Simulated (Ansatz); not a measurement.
CoSn under pressure: fit and missing row

CoSn, P6/mmm, a = 5.297 Å, c = 4.230 Å. The structure is a Materials Project entry; whether it is the stable form wasn't checked. Ansatz: PBE, PAW, 420 eV, Γ-centred 12×12×8 mesh on 6 atoms, Gaussian smearing 0.10 eV; no spin polarisation. Cell and atoms are relaxed at each pressure, and no other structure is tried, so the rows at high pressure may lie past a change of phase.

```tsv
V (Å³/atom)	P (GPa)
?	40.00
15.224	20.00
16.023	10.00
16.527	4.97
16.870	2.00
17.129	-0.02
17.407	-2.00
```

Task: Take V0 = 17.129 Å³/atom, count pressures from its P0 = -0.02 GPa, fit the third-order Birch–Murnaghan form to the other rows, and predict the missing volume.

Result: With the Eulerian strain f = ½[(V0/V)^(2/3) − 1] and y = (P − P0)/[3f(1 + 2f)^(5/2)], the form is the line y = B0 + 1.5 B0 (B0′ − 4) f. Rows (f, y): 0.04089, 134.1; 0.02275, 131.4; 0.01207, 129.8; 0.00510, 128.7; -0.00534, 127.0. Means f = 0.01509, y = 130.20; Σ(Δf)² = 0.001251, ΣΔfΔy = 0.1914; the slope is their ratio. y = 127.9 + 153.0 f GPa, so B0 = 127.9 GPa and B0′ = 4 + 2 × (153.0)/(3 × 127.9) = 4.80. P = 40.00 GPa is met at f = 0.06954 (y = 138.54), so V = V0 (1 + 2f)^(−3/2) = 14.090 Å³/atom. The run gave 14.086 Å³/atom, so the fit is 0.004 Å³/atom too high, a small miss on the scale of the series. The form still works here, 91 % of the fitted range beyond its end.

The mesh isn't the same in all rows (12×12×8, 12×12×10).